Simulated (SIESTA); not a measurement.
## HgTe (Coloradoite) in SIESTA: convergence with ElectronicTemperature

Input of the first run (ElectronicTemperature 0.5); the others differ in this setting and in those tied to it:

Contents of HgTe.fdf:

```
SystemName                      Coloradoite
SystemLabel                     HgTe
NumberOfSpecies                 2
NumberOfAtoms                   2
%block ChemicalSpeciesLabel
  1  80 Hg
  2  52 Te
%endblock ChemicalSpeciesLabel

LatticeConstant                 1.0 Ang
%block LatticeVectors
     0.0000000000     3.2145000000     3.2145000000
     3.2145000000     0.0000000000     3.2145000000
     3.2145000000     3.2145000000     0.0000000000
%endblock LatticeVectors
AtomicCoordinatesFormat         Fractional
%block AtomicCoordinatesAndAtomicSpecies
    -0.0026330000     0.0031470000    -0.0044180000  1  Hg
     0.7487260000     0.7522630000     0.7492080000  2  Te
%endblock AtomicCoordinatesAndAtomicSpecies

%block kgrid.MonkhorstPack
    5   0   0  0.0
    0   5   0  0.0
    0   0   5  0.0
%endblock kgrid.MonkhorstPack
XC.Functional                   GGA
XC.Authors                      PBE
PAO.BasisSize                   DZP
PAO.EnergyShift                 0.003 Ry
Mesh.Cutoff                     800 Ry
OccupationFunction              FD
ElectronicTemperature           0.5 eV
MaxSCFIterations                120
SCF.MustConverge                false
SCF.Mixer.Method                Pulay
SCF.Mixer.Weight                0.25
SCF.Mixer.History               8
SCF.DM.Tolerance                5.0e-05
SCF.H.Tolerance                 1.0e-03 eV
WriteForces                     true
Charge.Mulliken                 end
%block PAO.Basis
  Hg 5
  n=5 0 2
    2.588 0.000
  n=6 0 2
    5.715 0.000
  n=5 1 2
    3.064 0.000
  n=6 1 1
    5.715
  n=5 2 2
    4.977 0.000
  Te 4
  n=5 0 2
    5.635 0.000
  n=5 1 2
    7.297 0.000
  n=4 2 2
    3.260 0.000
  n=5 2 1
    7.297
%endblock PAO.Basis
```

Potentials or basis: PseudoDojo 0.4 standard (PBE files), DZP (energy shift 0.003 Ry; two zetas on semicore shells).

The run is started by

```bash
$ siesta HgTe.fdf > HgTe.out 2>&1
```

The cell isn't the ideal one: atoms moved at random, drawn with an rms of 0.05 Å.

Hardware: 1 thread of Intel(R) Xeon(R) 6975P-C (Granite Rapids), with other jobs on the host.

```csv
ElectronicTemperature,"energy less the tightest run, at zero smearing (meV/atom)",pressure (GPa),largest force (eV/Å),SCF cycles,CPU time (s),peak memory (GiB)
0.5,32.57,5.98,0.099,11,24,0.28
0.3,5.42,5.56,0.099,11,20,0.28
0.2,0.18,5.48,0.100,12,21,0.28
0.1,-0.50,5.46,0.100,12,25,0.28
0.05,-0.27,5.46,0.099,11,20,0.28
0.025,-0.10,5.46,0.097,11,21,0.27
0.01,0.00,5.46,0.095,11,27,0.28
```

Against the tightest run, the energy stays within 1 meV/atom from 0.2 on; the pressure stays within 0.1 GPa from 0.3 on; the largest force stays within 0.005 eV/Å from 0.1 on. The tightest run that finished is the yardstick and may itself not be fully converged.

Caveat, for the tightest run too: short orbitals over semicore shells can move pressures by several GPa; the basis of atomic orbitals isn't converged, which shifts pressures, moduli and gaps.
